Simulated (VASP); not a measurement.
## F2CH2: relaxation of the atoms with PBE

The system is F2CH2, in a box.

```xyz
5
Lattice="12.0000 0.0000 0.0000 0.0000 11.0000 0.0000 0.0000 0.0000 11.0000" Properties=species:S:1:pos:R:3 pbc="T T T"
F     4.9440    5.7524    6.2300
F     7.0979    5.3900    6.2330
C     6.0255    5.5465    5.4616
H     5.8794    4.6346    4.8810
H     6.1510    6.4314    4.8230
```

The cell isn't the ideal one: atoms moved at random, drawn with an rms of 0.02 Å.

```
Program                : VASP 6.6.1
Task                   : relaxation of the atoms
Functional             : PBE
Potentials or basis    : VASP PAW PBE potentials, release 64 (F, C, H)
Cutoff                 : 520 eV
k mesh                 : 1 × 1 × 1
Occupations            : gaussian, width 0.01 eV
Spin                   : no spin polarisation
Further INCAR settings : ALGO = Fast; EDIFF = 1e-07; IBRION = 2; EDIFFG = -0.005; NSW = 60
```

The energy gained by relaxing is 16.4 meV/atom and the ionic steps are 14. The largest force after relaxing is 0.005 eV/Å and the gap between the frontier levels is 7.66 eV.

Forces in eV/Å, atoms in the order of the input:
```
F    0.000 -0.001  0.000
F   -0.001  0.000  0.001
C    0.001  0.002 -0.004
H    0.000  0.003  0.002
H   -0.001 -0.003  0.002
```

Step by step:
```csv
step,energy change (eV),largest force (eV/Å),pressure (GPa)
1,0.0000,2.0222,0.19
2,0.2580,4.7994,-0.21
3,-0.0726,0.5269,0.04
4,-0.0740,0.4832,-0.07
5,-0.0814,0.0766,-0.02
6,-0.0818,0.0463,-0.02
7,-0.0819,0.0886,-0.01
8,-0.0821,0.0239,-0.01
9,-0.0821,0.0315,-0.01
10,-0.0821,0.0213,-0.01
11,-0.0821,0.0113,-0.01
12,-0.0821,0.0126,-0.01
13,-0.0821,0.0074,-0.01
14,-0.0821,0.0049,-0.01
```

Final structure:
```cif
data_structure
_symmetry_space_group_name_H-M 'P 1'
_symmetry_Int_Tables_number 1
_cell_length_a 12.0000
_cell_length_b 11.0000
_cell_length_c 11.0000
_cell_angle_alpha 90.000
_cell_angle_beta 90.000
_cell_angle_gamma 90.000
_cell_volume 1452.00
loop_
_atom_site_label
_atom_site_type_symbol
_atom_site_fract_x
_atom_site_fract_y
_atom_site_fract_z
_atom_site_occupancy
F1 F 0.40970 0.52279 0.56795 1
F2 F 0.59399 0.49037 0.56816 1
C1 C 0.50160 0.50441 0.49475 1
H1 H 0.48918 0.42002 0.44292 1
H2 H 0.51366 0.58558 0.43792 1
```

Levels at points of the mesh, in eV from the valence-band top:
| k point | band 8 | band 9 | band 10 | band 11 | band 12 | band 13 |
| --- | --- | --- | --- | --- | --- | --- |
| (0.00, 0.00, 0.00) | -1.68 | -1.30 | 0.00 | 7.66 | 8.36 | 8.54 |

Wall time 6 min on 1 thread of AMD EPYC 9R45 96-Core Processor (Zen 5), on a shared host, peak memory 1.2 GiB.
